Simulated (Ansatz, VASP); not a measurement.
**AgCl: VASP beside Ansatz**

Wanted: the spread between two codes on one cell, functional and k mesh. The cell is taken from a series of VASP runs on this material, whose earlier steps may have relaxed, scaled or displaced it; both programs get it as it stands. Other levels of theory on this material are compared in a session of their own.

Main program and level: Ansatz 0.2.0; plane waves, with VASP 6.6.1 beside it; single point at LDA, spin-orbit coupling.

**1. Starting point**

It takes space group Fm-3m (No. 225, cubic). Conventional cell: a = 5.470 Å, b = 5.470 Å, c = 5.470 Å, α = 90.00°, β = 90.00°, γ = 90.00°. Ag has 6 Cl at 2.73 Å nearest. Cl has 6 Ag at 2.73 Å nearest. Farther neighbours and most contacts between anions are not listed.

Structure file:

```xyz
2
Lattice="0.0000 2.7350 2.7350 2.7350 0.0000 2.7350 2.7350 2.7350 0.0000" Properties=species:S:1:pos:R:3 pbc="T T T"
Ag    0.0000    0.0000    0.0000
Cl    2.7350    2.7350    2.7350
```

**2. VASP: single point, LDA, spin-orbit coupling**

With cell and atoms fixed, the geometry can't cause a difference; cores, projectors, grids and the points listed under the comparison can.

Lines of VASP's logs that name or quote its potential files are left out, and so is its time.

INCAR reads:

```
SYSTEM = AgCl
PREC = Accurate
ENCUT = 400
EDIFF = 1E-08
NELM = 100
ISMEAR = 0
SIGMA = 0.02
LREAL = .FALSE.
ALGO = Normal
GGA = CA
LNONCOLLINEAR = .TRUE.
MAGMOM = 0 0 0 0 0 0
NBANDS = 30
GGA_COMPAT = .FALSE.
LASPH = .TRUE.
LSORBIT = .TRUE.
LMAXMIX = 4
LORBIT = 11
LWAVE = .FALSE.
LCHARG = .FALSE.
KPAR = 4
```

POSCAR reads:

```
AgCl
1.0
    0.0000000000      2.7350000000      2.7350000000
    2.7350000000      0.0000000000      2.7350000000
    2.7350000000      2.7350000000      0.0000000000
Ag Cl
1 1
Direct
    0.0000000000      0.0000000000      0.0000000000
    0.5000000000      0.5000000000      0.5000000000
```

KPOINTS reads:

```
Automatic mesh
0
Gamma
8 8 8
0 0 0
```

KPOINTS_OPT reads:

```
points round the band edges
26
Reciprocal
  0.5000000000   0.0000000000   0.0000000000 1
  0.0000000000   0.0000000000   0.0000000000 1
  0.5000000000  -0.0034823102  -0.0034823102 1
  0.5000000000   0.0034823102   0.0034823102 1
  0.4965176898   0.0000000000  -0.0034823102 1
  0.5034823102   0.0000000000   0.0034823102 1
  0.4965176898  -0.0034823102   0.0000000000 1
  0.5034823102   0.0034823102  -0.0000000000 1
  0.5000000000  -0.0130586631  -0.0130586631 1
  0.5000000000   0.0130586631   0.0130586631 1
  0.4869413369   0.0000000000  -0.0130586631 1
  0.5130586631   0.0000000000   0.0130586631 1
  0.4869413369  -0.0130586631   0.0000000000 1
  0.5130586631   0.0130586631  -0.0000000000 1
  0.0000000000  -0.0034823102  -0.0034823102 1
 -0.0000000000   0.0034823102   0.0034823102 1
 -0.0034823102   0.0000000000  -0.0034823102 1
  0.0034823102   0.0000000000   0.0034823102 1
 -0.0034823102  -0.0034823102   0.0000000000 1
  0.0034823102   0.0034823102  -0.0000000000 1
  0.0000000000  -0.0130586631  -0.0130586631 1
 -0.0000000000   0.0130586631   0.0130586631 1
 -0.0130586631   0.0000000000  -0.0130586631 1
  0.0130586631   0.0000000000   0.0130586631 1
 -0.0130586631  -0.0130586631   0.0000000000 1
  0.0130586631   0.0130586631  -0.0000000000 1
```

PAW data sets: Ag and Cl (LDA family, release 64).

Launch:

```bash
$ mpirun -np 4 vasp_ncl
```

Numbers of over 12 decimals in the logs are rounded to 6 here.

What it wrote:

```text
[banner, memory and clock lines left out]
running    4 mpi-ranks, on    1 nodes
 distrk:  each k-point on    1 cores,    4 groups
 distr:  one band on    1 cores,    1 groups

 POSCAR found type information on POSCAR AgCl
 POSCAR found :  2 types and       2 ions
 LDA part: xc-table for (Slater(with rela. corr.)+CA(PZ))
 , standard interpolation
 POSCAR, INCAR and KPOINTS ok, starting setup
 FFT: planning ... GRIDC
 FFT: planning ... GRID_SOFT
 FFT: planning ... GRID
 WAVECAR not read
 entering main loop
       N       E                     dE             d eps       ncg     rms          rms(c)
DAV:   1     0.100319713320E+03    0.10032E+03   -0.73704E+03  1772   0.896E+02
DAV:   2    -0.190189900607E+01   -0.10222E+03   -0.96324E+02  2002   0.231E+02
DAV:   3    -0.689665442880E+01   -0.49948E+01   -0.49632E+01  2038   0.520E+01
DAV:   4    -0.694250093204E+01   -0.45847E-01   -0.45834E-01  2034   0.546E+00
DAV:   5    -0.694315258257E+01   -0.65165E-03   -0.65163E-03  2090   0.651E-01    0.748E+00
DAV:   6    -0.679154592316E+01    0.15161E+00   -0.24116E-01  2016   0.721E+00    0.500E+00
DAV:   7    -0.678696236494E+01    0.45836E-02   -0.90158E-02  2034   0.206E+00    0.207E+00
DAV:   8    -0.678415413872E+01    0.28082E-02   -0.48226E-03  1896   0.720E-01    0.626E-01
DAV:   9    -0.678399266775E+01    0.16147E-03   -0.65126E-04  2030   0.265E-01    0.195E-01
DAV:  10    -0.678398259028E+01    0.10077E-04   -0.49108E-05  2004   0.884E-02    0.300E-02
DAV:  11    -0.678398735903E+01   -0.47687E-05   -0.15221E-05  1974   0.401E-02    0.834E-03
DAV:  12    -0.678398733697E+01    0.22059E-07   -0.99474E-07  1964   0.141E-02    0.205E-03
DAV:  13    -0.678398734009E+01   -0.31255E-08   -0.79463E-08  2070   0.221E-03
   1 F= -.67839873E+01 E0= -.67839873E+01  d E =-.133397E-26  mag=    -0.0000     0.0000     0.0000
 Start KPOINTS_OPT (optional k-point list driver)
k-point batch [1-26\26]
       N       E                     dE             ncg
DAV:   1     0.285979648752E+04   -0.34413E+04     1616
DAV:   2     0.185136247204E+03   -0.26747E+04     1772
DAV:   3     0.588344578716E+02   -0.12630E+03     1838
DAV:   4     0.577509277146E+02   -0.10835E+01     1928
DAV:   5     0.577359530134E+02   -0.14975E-01     1882
DAV:   6     0.577356719699E+02   -0.28104E-03     1936
DAV:   7     0.577356656448E+02   -0.63251E-05     1900
DAV:   8     0.577356654926E+02   -0.15216E-06     1894
DAV:   9     0.577356654892E+02   -0.33747E-08     1270
```

From OUTCAR (step 2):

```text
ion  position               nearest neighbor table
   1  0.000  0.000  0.000-   2 2.73   2 2.73   2 2.73   2 2.73   2 2.73   2 2.73
   2  0.500  0.500  0.500-   1 2.73   1 2.73   1 2.73   1 2.73   1 2.73   1 2.73

  LATTYP: Found a face centered cubic cell.
 ALAT       =     5.4700000000

 Subroutine GETGRP returns: Found 48 space group operations
 (whereof 48 operations were pure point group operations)

The static configuration has the point symmetry O_h .

 Found     29 irreducible k-points:

   k-points           NKPTS =     29   k-points in BZ     NKDIM =     29   number of bands    NBANDS=     30

   dimension x,y,z NGX =    28 NGY =   28 NGZ =   28
   dimension x,y,z NGXF=    56 NGYF=   56 NGZF=   56

   ENCUT  =  400.0 eV  29.40 Ry    5.42 a.u.   6.31  6.31  6.31*2*pi/ulx,y,z

   NELECT =      18.0000    total number of electrons

 k-points in reciprocal lattice and weights: Automatic mesh
   0.00000000  0.00000000  0.00000000       0.002
   0.12500000  0.00000000  0.00000000       0.016
   0.25000000  0.00000000  0.00000000       0.016
   0.37500000  0.00000000  0.00000000       0.016
   0.50000000  0.00000000  0.00000000       0.008
   0.12500000  0.12500000  0.00000000       0.012
   0.25000000  0.12500000  0.00000000       0.047
   0.37500000  0.12500000  0.00000000       0.047
   0.50000000  0.12500000  0.00000000       0.047
[...]
-0.37500000  0.50000000  0.12500000       0.023
  -0.25000000  0.50000000  0.25000000       0.012

 average (electrostatic) potential at core
       1 -73.2200       2 -95.2348

 E-fermi :   4.3062

 k-point     1 :       0.0000    0.0000    0.0000
  band No.  band energies     occupation
    ...
     14       1.6580      1.00000
     15       1.6972      1.00000
     16       1.6972      1.00000
     17       1.6972      1.00000
     18       1.6972      1.00000
     19       4.7626      0.00000
     20       4.7626      0.00000
     21      14.8273      0.00000
     22      14.8273      0.00000
     23      14.8273      0.00000
    ...

 k-point     2 :       0.1250    0.0000    0.0000
  band No.  band energies     occupation
    ...
     14       1.8489      1.00000
     15       2.4382      1.00000
     16       2.4382      1.00000
     17       2.4597      1.00000
     18       2.4597      1.00000
     19       5.5320      0.00000
     20       5.5320      0.00000
     21      13.3765      0.00000
     22      13.3765      0.00000
     23      14.4374      0.00000
    ...

 k-point     3 :       0.2500    0.0000    0.0000
  band No.  band energies     occupation
    ...
     14       2.0139      1.00000
     15       3.2448      1.00000
     16       3.2448      1.00000
     17       3.2814      1.00000
     18       3.2814      1.00000
     19       6.8866      0.00000
     20       6.8866      0.00000
     21      11.7016      0.00000
     22      11.7016      0.00000
     23      12.9997      0.00000
    ...

  Total       -1.0200201     -1.0200201     -1.0200201      0.0000000      0.0000000     -0.0000000
  in kB      -39.9408524    -39.9408524    -39.9408524      0.0000000      0.0000000     -0.0000000
  external PRESSURE =     -39.9408524 kB  Pullay stress =       0.0000000 kB

  energy-cutoff  :      400.00
  volume of cell :       40.92
      direct lattice vectors                 reciprocal lattice vectors
     0.000000000  2.735000000  2.735000000    -0.182815356  0.182815356  0.182815356
     2.735000000  0.000000000  2.735000000     0.182815356 -0.182815356  0.182815356
     2.735000000  2.735000000  0.000000000     0.182815356  0.182815356 -0.182815356

 POSITION                                       TOTAL-FORCE (eV/Angst)
 -----------------------------------------------------------------------------------
      0.00000      0.00000      0.00000         0.000000      0.000000      0.000000
      2.73500      2.73500      2.73500        -0.000000     -0.000000     -0.000000
 -----------------------------------------------------------------------------------
    total drift:                                0.000000      0.000000      0.000000

  FREE ENERGIE OF THE ION-ELECTRON SYSTEM (eV)
  ---------------------------------------------------
  free  energy   TOTEN  =        -6.7839873401 eV

  energy  without entropy=       -6.7839873401  energy(sigma->0) =       -6.78398734

 Spin-Orbit-Coupling matrix elements
 Ion:    1  E_soc:     -0.0400332
 Ion:    2  E_soc:     -0.0036619

 total charge
# of ion       s       p       d       tot
------------------------------------------
    1        0.223   0.161   9.348   9.732
    2        1.600   3.434   0.000   5.034
--------------------------------------------------
tot          1.823   3.595   9.348  14.767

 magnetization (x)
# of ion       s       p       d       tot
------------------------------------------
    1        0.000   0.000   0.000   0.000
    2       -0.000   0.000   0.000   0.000
--------------------------------------------------
tot         -0.000   0.000   0.000   0.000

 magnetization (y)
# of ion       s       p       d       tot
------------------------------------------
    1        0.000   0.000   0.000   0.000
    2       -0.000  -0.000   0.000  -0.000
--------------------------------------------------
tot         -0.000  -0.000   0.000  -0.000

 magnetization (z)
# of ion       s       p       d       tot
------------------------------------------
    1        0.000  -0.000   0.000  -0.000
    2        0.000   0.000   0.000   0.000
--------------------------------------------------
tot          0.000  -0.000   0.000  -0.000

[... 3 further parts left out ...]
```

The run ends at a pressure of -3.99 GPa.

**3. Ansatz: single point, LDA, spin-orbit coupling**

Ansatz runs on its fully relativistic PAW (standard-fr) files.

The same cell, functional (in two slightly different forms), mesh and smearing now go to Ansatz, which takes its cutoff from its data sets.

input.yaml reads:

```yaml
crystal:
  lattice:
    - [0.0, 2.735, 2.735]
    - [2.735, 0.0, 2.735]
    - [2.735, 2.735, 0.0]
  atoms:
    - { symbol: Ag, position: [0.0, 0.0, 0.0] }
    - { symbol: Cl, position: [0.5, 0.5, 0.5] }
hamiltonian:
  xc: lda
  pseudopotentials: { kind: paw_fr }
magnetization:
  noncollinear: true
  spin_orbit: true
kpoints:
  mp_grid: { grid: [8, 8, 8] }
scf:
  occupations: { method: gaussian, width: 0.02 }
  n_extra_bands: 8
output:
  forces: true
  stress: true
  eigenvalues: true
  write_density: true
  write_potential: true
  elf: true
  volumetric_format: npy
```

Launch:

```bash
$ ansatz run input.yaml --threads 2 --pin off --max-ram 4608MiB --backend cpu --events-out ev --progress --plain --runs-dir out
```

What it wrote:

```text
scf.n_extra_bands = 8 over 26 filled bands (N_el = 26.0): the run solves 34 bands
Engine: ansatz 0.2.0, aarch64-unknown-linux-gnu
Pseudopotentials: kind: paw_fr
Pseudopotential: Ag, paw_fr, valence charge 19, recommended cutoff 420 eV (normal), Ag.paw.azcp#standard-fr
Pseudopotential: Cl, paw_fr, valence charge 7, recommended cutoff 420 eV (normal), Cl.paw.azcp#standard-fr
Functional definition: SPW92
  exchange = slater_x
  correlation = pw_c
non-collinear run that drives no moment, with spin-orbit: no starting moment large enough to seed its density (crystal.atoms[].spin), no starting occupations that ask for one, no magnetisation constraint and no magnetic field, so the semilocal B_xc is pinned to zero
Crystal: 2 atoms, lattice volume = 40.917 Å³
Basis set: ecut = 420 eV, 821 PW (Γ)
Bands: 34, of which v1, the nominal top of the filled ones, is band 26 counted from 1 (25 counted from 0)
Symmetry: 48 space group operations + 48 with time reversal
Magnetic group: BNS 225.117 (UNI 1619), of the structure as read, at distance tolerance 3.4e-5 Å
k-points: 29 of 512
Projection manifold: j_resolved (fully-relativistic pseudo-atomic orbitals)
Non-local potential: Ag, projectors of the file, l = 0: 3, l = 1: 4, l = 2: 4, l = 3: 2
Non-local potential: Cl, projectors of the file, l = 0: 2, l = 1: 4, l = 2: 4
PAW form: soft (Blöchl's): semilocal exchange-correlation on the pseudo side does not see the compensation charge
PAW frozen core: Ag, regenerated for the run's functional, and the local potential with it (the file was generated under x = pbe(κ = 0.804, μ = 0.219515), c = pbe(β = 0.066725))
PAW frozen core: Cl, regenerated for the run's functional, and the local potential with it (the file was generated under x = pbe(κ = 0.804, μ = 0.219515), c = pbe(β = 0.066725))
PAW one-centre angular grid: Ag, 590 points (default); XC on 64 Gauss nodes
PAW one-centre angular grid: Cl, 110 points (default); XC on 64 Gauss nodes
Initial density: superposition of atomic densities (chi_scale 0.1, normalization cell, long waves kept (reshape's long-wave potential 0.00 eV rms))
Initial wavefunctions: pseudopotential atomic-orbital guess
Functional: x = slater, c = lda
SCF iter   1: F=—  HF=-8505.782219 eV  |F-HF|=—  |Δ(HF+E_count)|=         —  Δρ=5.87e-2  dr2=1.89e0  dr2_m=0.00e0 (ungated)  ethr=3.10e-3  |M|=0.00e0 ∫|m|=0.00e0 μB  |m|>n=0.0e0 m-floor=0.0e0 τ_xc=0.0e0  β_m=0.30  ⟨swp⟩=8.9  Hψ=2581  notcnv=0
preconditioner: auto → none  [insulator: Δε(μ)=0.725 eV  Ē_g=11.492 eV  σ=0.020 eV  W_gap=1.00  n_scr=14 (ndim 8)  ℏωp=24.6 eV  f_vac=0.007  D(μ)=0.00/eV (n_scr^D=0)  ε∞_Penn≈5.6]
SCF iter   2: F=—  HF=-8505.176210 eV  |F-HF|=—  |Δ(HF+E_count)|=   6.06e-1  Δρ=1.10e-2  dr2=3.89e-2  dr2_m=0.00e0 (ungated)  ethr=3.10e-3  |M|=0.00e0 ∫|m|=0.00e0 μB  |m|>n=0.0e0 m-floor=0.0e0 τ_xc=0.0e0  β_m=0.32  ⟨swp⟩=3.6  Hψ=1026  notcnv=0  defer=88
SCF iter   3: F=—  HF=-8505.168769 eV  |F-HF|=—  |Δ(HF+E_count)|=   7.44e-3  Δρ=6.59e-3  dr2=5.26e-3  dr2_m=0.00e0 (ungated)  ethr=1.50e-4  |M|=0.00e0 ∫|m|=0.00e0 μB  |m|>n=0.0e0 m-floor=0.0e0 τ_xc=0.0e0  β_m=0.53  ⟨swp⟩=2.8  Hψ=781  notcnv=0  defer=88
SCF iter   4: F=—  HF=-8505.170954 eV  |F-HF|=—  |Δ(HF+E_count)|=   2.19e-3  Δρ=1.69e-3  dr2=4.86e-4  dr2_m=0.00e0 (ungated)  ethr=2.02e-5  |M|=0.00e0 ∫|m|=0.00e0 μB  |m|>n=0.0e0 m-floor=0.0e0 τ_xc=0.0e0  β_m=0.52  ⟨swp⟩=2.0  Hψ=894  notcnv=0  defer=88
SCF iter   5: F=—  HF=-8505.171147 eV  |F-HF|=—  |Δ(HF+E_count)|=   1.93e-4  Δρ=1.94e-4  dr2=7.75e-6  dr2_m=0.00e0 (ungated)  ethr=1.87e-6  |M|=0.00e0 ∫|m|=0.00e0 μB  |m|>n=0.0e0 m-floor=0.0e0 τ_xc=0.0e0  β_m=0.70  ⟨swp⟩=2.0  Hψ=787  notcnv=0  defer=88
SCF iter   6: F=—  HF=-8505.171149 eV  |F-HF|=—  |Δ(HF+E_count)|=   2.43e-6  Δρ=4.03e-5  dr2=9.00e-7  dr2_m=0.00e0 (ungated)  ethr=2.98e-8  |M|=0.00e0 ∫|m|=0.00e0 μB  |m|>n=0.0e0 m-floor=0.0e0 τ_xc=0.0e0  β_m=0.83  ⟨swp⟩=2.0  Hψ=820  notcnv=0  defer=88
SCF iter   7: F=-8505.171149 eV  HF=-8505.171149 eV  |F-HF|=4.47e-10  |Δ(HF+E_count)|=   2.81e-7  Δρ=1.53e-6  dr2=6.44e-10  dr2_m=0.00e0 (ungated)  ethr=3.85e-10  |M|=0.00e0 ∫|m|=0.00e0 μB  |m|>n=0.0e0 m-floor=0.0e0 τ_xc=0.0e0  ⟨swp⟩=11.8  Hψ=3489  notcnv=0
SCF 1 converged in 7 iterations: F = -8505.171149 eV  dr2 = 6.44e-10
  greatest PAW one-centre occupation: 1.002 electrons in one spin orbital (limit 2), on the Ag atom at site 0 (counted from 0), in its partial waves of l = 0
SCF converged after 7 iterations
Magnetization: |M| = 0.0000 μB,  M = (+0.0000, +0.0000, +0.0000) μB
Absolute magnetization: 0.0000 μB (∫|m|)
  site 0: m = (+0.0000, +0.0000, +0.0000) μB, |m| = 0.0000 μB  (R = 1.13 Å)
  site 1: m = (+0.0000, +0.0000, +0.0000) μB, |m| = 0.0000 μB  (R = 1.13 Å)
Free energy (F): -8505.171149 eV
Harris-Foulkes:  -8505.171149 eV  (|F-HF|=4.47e-10)
Internal energy: -8505.171149 eV  (E = F + TS)
E sigma→0 (E₀):  -8505.171149 eV
Fermi energy:    8.842546 eV
--- Per-component energies (eV) ---
  E_band       = -353.148375
  E_kinetic    = 688.883205
  E_local      = -3149.143415  (includes V_loc(G=0)·N_el)
  E_nonlocal   = 119.080178
  E_hartree    = 1378.432692
  E_xc         = -287.405582
  E_vxc        = -353.201207  (∫ρ·V_xc dr)
  E_paw        = -4400.145805  (= ΣΔE_a)
  E_vpaw       = -415.631357  (= ΣTr[D̂ρ^β])
  E_aug_tail   = 0.000369  (compensation charges beyond the density's cutoff)
  E_ewald      = -2855.792444
  E_core_change = 0.919654  (= ΣΔE_core)
  E_smearing   = -0.000000  (= −TS)
  E_closure    = -0.000000  (closes the sum)
  Σ components = -8505.171149   (vs F -8505.171149, Δ=0.00e0)
--- Forces (eV/Å), atoms counted from 1 ---
  atom   1  Ag     0.00000000    -0.00000000    -0.00000000
  atom   2  Cl    -0.00000000     0.00000000     0.00000000
  max |Σ_I F_I| component: 6.67e-29 eV/Å
--- Stress (GPa, compression-positive) ---
       -3.802723      -0.000000      -0.000000
       -0.000000      -3.802723      -0.000000
        0.000000       0.000000      -3.802723
  P = ⅓ Tr σ = -3.8027 GPa (-38.027 kbar)
--- Band table (eV; the first three rows and the last of 29) ---
  k-point 0: bands = [... 22 lower, 6.0898, 6.0898, 6.0898, 6.0898, 9.1286, 9.1286, 19.0344, 19.0344, ... 4 higher]
  k-point 1: bands = [... 22 lower, 6.8332, 6.8332, 6.8547, 6.8547, 9.9014, 9.9014, 17.6803, 17.6803, ... 4 higher]
  k-point 2: bands = [... 22 lower, 7.6391, 7.6391, 7.6758, 7.6758, 11.2592, 11.2592, 16.0439, 16.0439, ... 4 higher]
  k-point 28: bands = [... 22 lower, 6.6109, 6.6109, 7.2112, 7.2112, 12.5423, 12.5423, 16.0824, 16.0824, ... 4 higher]
```

It took 5.4 s on 2 threads of Arm Neoverse V2, shared host; peak memory 0.42 GiB.

Reading the cycles: dr2 is the Hartree energy of the density residual (eV), the measure of convergence; HF is the Harris–Foulkes estimate of the energy, which meets the free energy F at convergence.

The run ends at a pressure of -3.80 GPa.

**4. Side by side**

Known differences besides the potentials themselves: spin-orbit coupling enters by fully relativistic files in Ansatz and inside the spheres in VASP; the two LDA forms differ slightly; the data sets hold 26 valence electrons in Ansatz (fully relativistic PAW (standard-fr) files) and 18 in VASP; the cutoff is 420 eV in Ansatz and 400 eV in VASP; VASP's log shows a relativistic correction to its local exchange, Ansatz's none. Total energies have different zeros and are not compared.

Both answers:

| quantity | Ansatz | VASP | difference |
| --- | --- | --- | --- |
| pressure (GPa) | -3.80 | -3.99 | +0.19 |
| gap on the k mesh (eV) | 0.573 | 0.601 | -0.028 |

A gap on the mesh is an upper bound, since the band edges may lie between its points.

**5. Summary of results**

```yaml
difference_in_gap_on_the_k_mesh_single_point_lda_spin_orbit_coupling: -0.028 eV
```

The difference in gap on the k mesh is -0.028 eV (single point, LDA, spin-orbit coupling), within the 0.08 eV picked in this series as the mark of a large difference. 4 further runs of this series are not shown here. How closely two codes agree says nothing of how well the functional describes the real material.

[Lines on the potential files, build, host, timing and source positions are cut from VASP's logs without a mark.]

[Logs are printed without paths, hosts, clocks, repeated set-up lines and the standing remarks that a program may print on its own settings, such as how far it seeks lower states.]

[Hosts, paths, dates, database ids (printed as entryN), source tags and the programs' standing remarks are cut or masked in the printed files.]
